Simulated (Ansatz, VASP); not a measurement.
## Al3In5As8 (random alloy of the zinc-blende AlAs-InAs line, x = 0.625): VASP beside Ansatz

One calculation is typed for both programs; each brings its own data sets. How far apart do they land? Of the first pair: The structure shown is the start of the Ansatz relaxation below; VASP solves that cell, so the two are compared at the walk's first step.

Main program and level: Ansatz 0.2.0; plane waves, with VASP 6.6.1 beside it; PBE.

## Step 1: The starting structure

The cell holds 64 atoms: 12 Al, 32 As and 20 In. Cell: a = 12.035 Å, b = 12.035 Å, c = 12.035 Å, α = 90.0°, β = 90.0°, γ = 90.0°. It derives from AlAs (zinc-blende AlAs-InAs), repeated 2×2×2. Zinc-blende AlAs-InAs: 64 atoms, 20 of 32 Al sites given to In at random, cell and internal coordinates interpolated linearly between the end members (Vegard's rule); (so at first; earlier steps may have moved the atoms), displaced by a Gaussian of 0.02 A. Lattice constants are starting values near those of PBE.

## Step 2: Ansatz: relaxation, PBE

Ansatz runs on its default PAW (the set named soft_2) files.

The two programs are compared at the cell with which this relaxation starts, whose forces are those of its first step.

The input, input.yaml:

```yaml
crystal:
  lattice:
    - [12.035, 0.0, 0.0]
    - [0.0, 12.035, 0.0]
    - [0.0, 0.0, 12.035]
  atoms:
    - { symbol: Al, position: [0.0027, 0.99898, 0.99912] }
    - { symbol: As, position: [0.12322, 0.12644, 0.12118] }
    - { symbol: In, position: [0.0029, 0.24874, 0.25053] }
    - { symbol: As, position: [0.12459, 0.37743, 0.37158] }
    - { symbol: In, position: [0.24946, 0.99936, 0.25188] }
    - { symbol: As, position: [0.37317, 0.12471, 0.37354] }
    - { symbol: In, position: [0.25007, 0.25097, 0.99817] }
    - { symbol: As, position: [0.3769, 0.3765, 0.12584] }
    - { symbol: In, position: [0.0015, 0.99886, 0.4998] }
    - { symbol: As, position: [0.12344, 0.12455, 0.62588] }
    - { symbol: Al, position: [0.99885, 0.24934, 0.74886] }
    - { symbol: As, position: [0.1236, 0.37388, 0.87498] }
    - { symbol: In, position: [0.24814, 0.00039, 0.75276] }
    - { symbol: As, position: [0.37623, 0.12468, 0.87352] }
    - { symbol: In, position: [0.24876, 0.25281, 0.50008] }
    - { symbol: As, position: [0.37394, 0.37532, 0.62849] }
    - { symbol: Al, position: [0.0002, 0.50103, 0.0005] }
    - { symbol: As, position: [0.12441, 0.6231, 0.12442] }
    - { symbol: Al, position: [0.99965, 0.75097, 0.25139] }
    - { symbol: As, position: [0.12655, 0.87547, 0.37647] }
    - { symbol: In, position: [0.24875, 0.50208, 0.25085] }
    - { symbol: As, position: [0.3745, 0.62581, 0.37487] }
    - { symbol: In, position: [0.25188, 0.75253, 0.00363] }
    - { symbol: As, position: [0.37268, 0.8726, 0.12416] }
    - { symbol: In, position: [0.00027, 0.50146, 0.50052] }
    - { symbol: As, position: [0.12164, 0.62449, 0.62638] }
    - { symbol: In, position: [0.00038, 0.75127, 0.74963] }
    - { symbol: As, position: [0.12467, 0.87531, 0.87568] }
    - { symbol: In, position: [0.25033, 0.5002, 0.74889] }
    - { symbol: As, position: [0.37563, 0.6252, 0.87688] }
    - { symbol: Al, position: [0.25199, 0.75031, 0.49938] }
    - { symbol: As, position: [0.37394, 0.8757, 0.62513] }
    - { symbol: Al, position: [0.49943, 7.0e-05, 0.99897] }
    - { symbol: As, position: [0.62616, 0.12426, 0.12703] }
    - { symbol: In, position: [0.50067, 0.25099, 0.24818] }
    - { symbol: As, position: [0.62528, 0.37623, 0.37342] }
    - { symbol: In, position: [0.74956, 5.0e-05, 0.24772] }
    - { symbol: As, position: [0.87552, 0.12641, 0.37357] }
    - { symbol: In, position: [0.75058, 0.24782, 0.99994] }
    - { symbol: As, position: [0.87231, 0.37686, 0.12568] }
    - { symbol: In, position: [0.49996, 0.99871, 0.50212] }
    - { symbol: As, position: [0.62827, 0.12191, 0.62705] }
    - { symbol: In, position: [0.5027, 0.25056, 0.74801] }
    - { symbol: As, position: [0.62643, 0.3747, 0.874] }
    - { symbol: Al, position: [0.74796, 0.00091, 0.75132] }
    - { symbol: As, position: [0.87396, 0.12587, 0.8731] }
    - { symbol: In, position: [0.75133, 0.25008, 0.49969] }
    - { symbol: As, position: [0.87483, 0.37644, 0.62625] }
    - { symbol: In, position: [0.50088, 0.50023, 0.00013] }
    - { symbol: As, position: [0.62603, 0.62539, 0.12613] }
    - { symbol: Al, position: [0.49948, 0.74595, 0.25173] }
    - { symbol: As, position: [0.62863, 0.87573, 0.37483] }
    - { symbol: Al, position: [0.74977, 0.4998, 0.25003] }
    - { symbol: As, position: [0.87314, 0.62414, 0.37334] }
    - { symbol: Al, position: [0.75041, 0.74951, 0.00082] }
    - { symbol: As, position: [0.87471, 0.87664, 0.12535] }
    - { symbol: In, position: [0.50364, 0.49685, 0.49892] }
    - { symbol: As, position: [0.6265, 0.6292, 0.62459] }
    - { symbol: Al, position: [0.50007, 0.74962, 0.75221] }
    - { symbol: As, position: [0.62452, 0.87613, 0.87447] }
    - { symbol: Al, position: [0.74789, 0.50052, 0.75084] }
    - { symbol: As, position: [0.87715, 0.62482, 0.87397] }
    - { symbol: In, position: [0.75094, 0.7504, 0.50047] }
    - { symbol: As, position: [0.87488, 0.87693, 0.62561] }
kpoints:
  mp_grid: { grid: [1, 1, 1] }
hamiltonian:
  xc: pbe
scf:
  occupations: { method: fermi_dirac, width: 0.025 }
output:
  forces: true
relax:
  f_tol: 0.04
  max_steps: 150
  cell: {}
```

Run with:

```
$ ansatz run input.yaml --threads 4 --pin off --max-ram 8192MiB --backend cpu --events-out ev --progress --plain --runs-dir out
```

Numbers of over 12 decimals in the logs are rounded to 6 here.

Log:

```text
Engine: ansatz 0.2.0, aarch64-unknown-linux-gnu
Pseudopotentials: kind: paw
Pseudopotential: Al, paw, valence charge 3, recommended cutoff 420 eV (normal), Al.paw.azcp
Pseudopotential: As, paw, valence charge 15, recommended cutoff 420 eV (normal), As.paw.azcp
Pseudopotential: In, paw, valence charge 13, recommended cutoff 420 eV (normal), In.paw.azcp
Functional definition: PBE
  parameter kappa = 0.804
  parameter beta = 0.066725
  exchange = pbe_x(kappa = kappa, mu = beta*pi^2/3)
  correlation = pbe_c(beta = beta)
Crystal: 64 atoms, lattice volume = 1743.164 Å³
Basis set: ecut = 420 eV, 34049 PW (Γ), exchange–correlation on 162×162×162 points (8 copies of the dense FFT grid, shifted against one another)
Bands: 466, of which v1, the nominal top of the filled ones, is band 388 counted from 1 (387 counted from 0)
Symmetry: 1 space group operations
Space group: P1 (ITA 1), of the structure as read, at distance tolerance 1.2e-4 Å
k-points: 1
Non-local potential: Al, projectors of the file, l = 0: 2, l = 1: 2, l = 2: 1
Non-local potential: As, projectors of the file, l = 0: 2, l = 1: 2, l = 2: 3, l = 3: 1
Non-local potential: In, projectors of the file, l = 0: 2, l = 1: 2, l = 2: 2, l = 3: 2
PAW form: soft (Blöchl's): semilocal exchange-correlation on the pseudo side does not see the compensation charge
PAW one-centre angular grid: Al, 110 points (default); XC on 64 Gauss nodes
PAW one-centre angular grid: As, 590 points (default); XC on 64 Gauss nodes
PAW one-centre angular grid: In, 590 points (default); XC on 64 Gauss nodes
Initial density: superposition of atomic densities (neutral atoms: chi_scale 0, normalization atom), corrected by the library's trained network
Initial wavefunctions: pseudopotential atomic-orbital guess
Functional: x = pbe(κ = 0.804, μ = 0.219515), c = pbe(β = 0.066725)
SCF iter   1: F=—  HF=-273816.459632 eV  |F-HF|=—  |Δ(HF+E_count)|=         —  Δρ=1.03e-3  dr2=3.65e-2  ethr=1.77e-3  ⟨swp⟩=6.0  Hψ=1802  notcnv=0  defer=17
preconditioner: auto → LDOS  [insulator: Δε(μ)=0.141 eV  Ē_g=12.463 eV  σ=0.025 eV  W_gap=0.89  n_scr=388 (ndim 8)  ℏωp=19.0 eV  f_vac=0.075  D(μ)=10.75/eV (n_scr^D=32)  ε∞_Penn≈3.3  β→1.0]
SCF iter   2: F=—  HF=-273816.448900 eV  |F-HF|=—  |Δ(HF+E_count)|=   1.07e-2  Δρ=4.23e-4  dr2=8.57e-3  ethr=4.70e-6  ⟨swp⟩=2.0  Hψ=886  notcnv=0  defer=70
SCF iter   3: F=—  HF=-273816.447404 eV  |F-HF|=—  |Δ(HF+E_count)|=   1.50e-3  Δρ=2.21e-4  dr2=3.20e-3  ethr=1.10e-6  ⟨swp⟩=2.0  Hψ=781  notcnv=0  defer=70
SCF iter   4: F=—  HF=-273816.446635 eV  |F-HF|=—  |Δ(HF+E_count)|=   7.69e-4  Δρ=5.07e-5  dr2=1.13e-4  ethr=4.13e-7  ⟨swp⟩=2.0  Hψ=616  notcnv=0  defer=70
SCF iter   5: F=—  HF=-273816.446579 eV  |F-HF|=—  |Δ(HF+E_count)|=   5.69e-5  Δρ=1.32e-5  dr2=1.04e-5  ethr=1.46e-8  ⟨swp⟩=2.0  Hψ=650  notcnv=0  defer=70
SCF iter   6: F=—  HF=-273816.448086 eV  |F-HF|=—  |Δ(HF+E_count)|=   1.51e-3  Δρ=3.65e-6  dr2=4.41e-7  ethr=1.34e-9  ⟨swp⟩=2.0  Hψ=625  notcnv=0  defer=70
SCF iter   7: F=-273816.448086 eV  HF=-273816.448086 eV  |F-HF|=9.60e-9  |Δ(HF+E_count)|=   5.36e-8  Δρ=1.27e-6  dr2=4.02e-8  ethr=1.29e-11  ⟨swp⟩=4.0  Hψ=1328  notcnv=0
SCF 1 converged in 7 iterations: F = -273816.448086 eV  dr2 = 4.02e-8
  greatest PAW one-centre occupation: 0.999 electrons in one spin orbital (limit 2), on the As atom at site 15 (counted from 0), in its partial waves of l = 2
relax step   1: F+E_penalty+E_count = -273816.44808608 eV  Δ(F+E_penalty+E_count) = +0.000e0 eV  max|allowed force component| = 1.771e0 eV/Å  Δτ_max = 0.0000 Å  P = +0.433 GPa  Ω = 1743.164 Å³  (7 SCF iters, dr2 threshold 1.00e-7 eV, accepted)
Crystal: 64 atoms, lattice volume = 1755.324 Å³
Basis set: ecut = 420 eV, 34457 PW (Γ), exchange–correlation on 162×162×162 points (8 copies of the dense FFT grid, shifted against one another)
Initial density: handed on by an earlier stage of this run
Initial wavefunctions: those handed on with the density
iter 1 solved again at ethr=9.11e-5 eV; its pass at ethr=3.10e-3 eV (dr2=7.07e-1 eV) is discarded
SCF iter   1: F=—  HF=-273819.243353 eV  |F-HF|=—  |Δ(HF+E_count)|=         —  Δρ=6.71e-3  dr2=7.11e-1  ethr=9.11e-5  ⟨swp⟩=5.0  Hψ=1924  notcnv=0
preconditioner: auto → LDOS  [insulator: Δε(μ)=0.151 eV  Ē_g=12.376 eV  σ=0.025 eV  W_gap=0.90  n_scr=388 (ndim 8)  ℏωp=18.9 eV  f_vac=0.077  D(μ)=10.09/eV (n_scr^D=26)  ε∞_Penn≈3.3  β→1.0]
SCF iter   2: F=—  HF=-273819.207917 eV  |F-HF|=—  |Δ(HF+E_count)|=   3.54e-2  Δρ=2.08e-3  dr2=2.58e-1  ethr=9.11e-5  ⟨swp⟩=7.0  Hψ=900  notcnv=0
SCF iter   3: F=—  HF=-273819.149613 eV  |F-HF|=—  |Δ(HF+E_count)|=   5.83e-2  Δρ=9.49e-4  dr2=5.42e-2  ethr=3.32e-5  ⟨swp⟩=3.0  Hψ=773  notcnv=0  defer=73
SCF iter   4: F=—  HF=-273819.136620 eV  |F-HF|=—  |Δ(HF+E_count)|=   1.30e-2  Δρ=2.02e-4  dr2=1.40e-3  ethr=6.99e-6  ⟨swp⟩=2.0  Hψ=623  notcnv=0  defer=73
[...]
atom  12  As     0.00430563     0.00237350    -0.00121188
  atom  13  In    -0.00416197    -0.00311740     0.00086762
  atom  14  As     0.00362660     0.00234889     0.00053860
  atom  15  In    -0.00479062    -0.00101102     0.00059882
  atom  16  As     0.00196490    -0.00180034    -0.00032666
  atom  17  Al    -0.00787118     0.00694524     0.00062021
  atom  18  As     0.00242470    -0.00116832     0.00178003
  atom  19  Al    -0.00181691    -0.00106014    -0.00391608
  atom  20  As    -0.00269061     0.00265227     0.00117781
  atom  21  In    -0.00428373    -0.00033663    -0.00379560
  atom  22  As     0.00036879     0.00202165     0.00174675
  atom  23  In    -0.00543708     0.00099700    -0.00500911
  atom  24  As     0.00464694     0.00266270    -0.00311307
  atom  25  In     0.00268208     0.00272261    -0.00037072
  atom  26  As     0.00021498     0.00085288     0.00184304
  atom  27  In    -0.00018273     0.00145181    -0.00135351
  atom  28  As     0.00338315     0.00010222     0.00022093
  atom  29  In     0.00192371    -0.00044574    -0.00604222
  atom  30  As    -0.00029991    -0.00261002     0.00161257
  atom  31  Al     0.00134970    -0.00556805     0.00109598
  atom  32  As     0.00252945     0.00070429     0.00414156
  atom  33  Al    -0.00272143    -0.00412461     0.00248814
  atom  34  As     0.00248179     0.00329132     0.00237020
  atom  35  In    -0.00033242    -0.00387869    -0.00221469
[...]
atom  57  In     0.00054325     0.00842897     0.00306621
  atom  58  As     0.00172189    -0.00255231     0.00199463
  atom  59  Al     0.00084165     0.00027172    -0.00305358
  atom  60  As    -0.00133111     0.00555954    -0.00228173
  atom  61  Al    -0.00239036     0.00622036     0.00389028
  atom  62  As    -0.00191879    -0.00905161     0.00261538
  atom  63  In    -0.00443399     0.00304876    -0.00123562
  atom  64  As     0.00213745     0.00166852    -0.00435819
  max |Σ_I F_I| component: 1.40e-6 eV/Å
--- Stress (GPa, compression-positive) ---
        0.002060      -0.000875      -0.001319
       -0.000875       0.007577      -0.006686
       -0.001319      -0.006686       0.001418
  P = ⅓ Tr σ = 0.0037 GPa (0.037 kbar)
--- Relaxed structure (4 steps of the walk, 4 accepted, 1 SCFs on fresh bases) ---
  F+E_penalty+E_count = -273819.29587703 eV   max|allowed force component| = 1.075e-2 eV/Å   (the final SCF, on the basis selected at the relaxed cell)
  cell:  # Å, volume = 1734.7546 Å³
    - [12.014860, 0.00143249, 0.00111702]
    - [0.00143249, 12.017179, 0.00231749]
    - [0.00111702, 0.00231749, 12.014808]
  atoms:
    - { symbol: Al, position: [-0.00408806, 0.997468, 0.997699] }
    - { symbol: As, position: [0.115802, 0.114919, 0.118143] }
    - { symbol: In, position: [-0.00291895, 0.251803, 0.245144] }
    - { symbol: As, position: [0.124586, 0.375575, 0.374162] }
    - { symbol: In, position: [0.249788, 0.992803, 0.247942] }
    - { symbol: As, position: [0.374713, 0.123414, 0.375927] }
    - { symbol: In, position: [0.245004, 0.248084, 0.997581] }
    - { symbol: As, position: [0.373970, 0.378731, 0.121620] }
    - { symbol: In, position: [0.000136371, 0.997959, 0.501923] }
    - { symbol: As, position: [0.117226, 0.132367, 0.635188] }
    - { symbol: Al, position: [0.995423, 0.251282, 0.755340] }
    - { symbol: As, position: [0.108742, 0.378095, 0.876731] }
    - { symbol: In, position: [0.250548, -0.00218356, 0.752062] }
    - { symbol: As, position: [0.383125, 0.116195, 0.883245] }
    - { symbol: In, position: [0.248220, 0.249880, 0.503203] }
    - { symbol: As, position: [0.377970, 0.375452, 0.626297] }
    - { symbol: Al, position: [-0.00734624, 0.502631, 0.000182853] }
    - { symbol: As, position: [0.111147, 0.625503, 0.121008] }
    - { symbol: Al, position: [0.997998, 0.747620, 0.244900] }
    - { symbol: As, position: [0.122627, 0.859401, 0.374033] }
    - { symbol: In, position: [0.248120, 0.507470, 0.249110] }
    - { symbol: As, position: [0.376798, 0.640787, 0.372411] }
    - { symbol: In, position: [0.251023, 0.752256, 0.00267292] }
    - { symbol: As, position: [0.391286, 0.873846, 0.123983] }
    - { symbol: In, position: [-0.00224947, 0.502945, 0.500257] }
    - { symbol: As, position: [0.129474, 0.635088, 0.618438] }
    - { symbol: In, position: [-0.00460437, 0.749898, 0.754587] }
    - { symbol: As, position: [0.118407, 0.880319, 0.882690] }
    - { symbol: In, position: [0.247170, 0.502592, 0.750580] }
    - { symbol: As, position: [0.381175, 0.633579, 0.869569] }
    - { symbol: Al, position: [0.251776, 0.750268, 0.497262] }
    - { symbol: As, position: [0.374053, 0.859469, 0.627227] }
    - { symbol: Al, position: [0.505628, -0.00619693, 0.997761] }
    - { symbol: As, position: [0.621087, 0.119036, 0.114572] }
    - { symbol: In, position: [0.502549, 0.251369, 0.247707] }
    - { symbol: As, position: [0.634602, 0.385248, 0.367770] }
    - { symbol: In, position: [0.750374, -0.00657911, 0.242193] }
    - { symbol: As, position: [0.872776, 0.123419, 0.372774] }
    - { symbol: In, position: [0.754975, 0.249833, 0.995756] }
    - { symbol: As, position: [0.872111, 0.388967, 0.124072] }
    - { symbol: In, position: [0.499713, 0.993231, 0.503011] }
    - { symbol: As, position: [0.633499, 0.114811, 0.631693] }
    - { symbol: In, position: [0.504884, 0.246346, 0.752574] }
    - { symbol: As, position: [0.632681, 0.381955, 0.869499] }
    - { symbol: Al, position: [0.750405, -0.00278337, 0.756113] }
    - { symbol: As, position: [0.881121, 0.116635, 0.869250] }
    - { symbol: In, position: [0.752403, 0.253306, 0.504441] }
    - { symbol: As, position: [0.875363, 0.378961, 0.640843] }
    - { symbol: In, position: [0.506836, 0.507596, 0.000175293] }
    - { symbol: As, position: [0.633110, 0.635292, 0.131704] }
    - { symbol: Al, position: [0.503045, 0.750965, 0.247761] }
    - { symbol: As, position: [0.619972, 0.867628, 0.368283] }
    - { symbol: Al, position: [0.752220, 0.507434, 0.246340] }
    - { symbol: As, position: [0.874854, 0.627170, 0.362466] }
    - { symbol: Al, position: [0.750576, 0.750163, 0.000513038] }
    - { symbol: As, position: [0.882116, 0.866812, 0.115243] }
    - { symbol: In, position: [0.503165, 0.507464, 0.499843] }
    - { symbol: As, position: [0.627812, 0.625588, 0.641272] }
    - { symbol: Al, position: [0.504338, 0.751605, 0.752727] }
    - { symbol: As, position: [0.627942, 0.872933, 0.876147] }
    - { symbol: Al, position: [0.752166, 0.502646, 0.755168] }
    - { symbol: As, position: [0.866420, 0.620379, 0.883031] }
    - { symbol: In, position: [0.748408, 0.747567, 0.500547] }
    - { symbol: As, position: [0.866278, 0.879908, 0.632112] }
```

The column dr2 measures how far the density is from self-consistency, as an energy; F and HF (Harris–Foulkes) agree once it is small.

(Part 1 of 2 ends here.)

[Lines on the potential files, build, host, timing and source positions are cut from VASP's logs without a mark.]

[Logs are printed without paths, hosts, clocks, repeated set-up lines and the standing remarks that a program may print on its own settings, such as how far it seeks lower states.]

[Hosts, paths, dates, database ids (printed as entryN), source tags and the programs' standing remarks are cut or masked in the printed files.]
